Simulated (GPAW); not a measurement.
# Hf: band structure with LDA

Crystal: Hf.

```
Hf
1.0
    -1.80500    1.80500    1.80500
     1.80500   -1.80500    1.80500
     1.80500    1.80500   -1.80500
Hf
1
Direct
  0.00000 0.00000 0.00000
```

This isn't the form of Hf at room conditions, which is hcp.

```yaml
Program: GPAW 26.7.0
Task: band structure
Functional: LDA
Potentials_or_basis: the program's PAW data sets (release 1.2.1) made for this functional
Cutoff: 600 eV
Basis: pw
k_mesh: 10 × 10 × 10
Occupations: fermi-dirac, width 0.05 eV
Spin: spin-orbit coupling, no magnetisation
Maxiter: 150
Band_path: GHNGPH,PN
Band_points: 100
spin_axis_theta_degrees: 54.7
spin_axis_phi_degrees: 45
Soc_after_scf: second variation
```

```yaml
Pressure: -12.4 GPa
Band_gap_along_the_path: none (metal or under the smearing width)
```

Levels at the corners of the path, in eV from the Fermi level:
```csv
point,band 10,band 11,band 12,band 13,band 14,band 15
Γ,-6.84,1.23,1.23,1.23,1.23,1.58
H,-2.39,-2.39,-2.39,5.56,5.56,6.09
N,-3.25,-0.51,-0.51,1.02,1.02,3.78
Γ,-6.84,1.23,1.23,1.23,1.23,1.58
P,-1.05,-0.42,-0.42,-0.42,-0.42,4.86
H,-2.39,-2.39,-2.39,5.56,5.56,6.09
P,-1.05,-0.42,-0.42,-0.42,-0.42,4.86
N,-3.25,-0.51,-0.51,1.02,1.02,3.78
```

Run time: 25 s on 1 thread of Intel(R) Xeon(R) Processor @ 2.70GHz, on a shared host, peak memory 0.23 GiB.

Caveat: spin-orbit coupling was added after a scalar SCF, so levels and gaps hold it while energy, forces, pressure and moments don't; this program's spin-orbit splittings come out too wide for heavy elements.
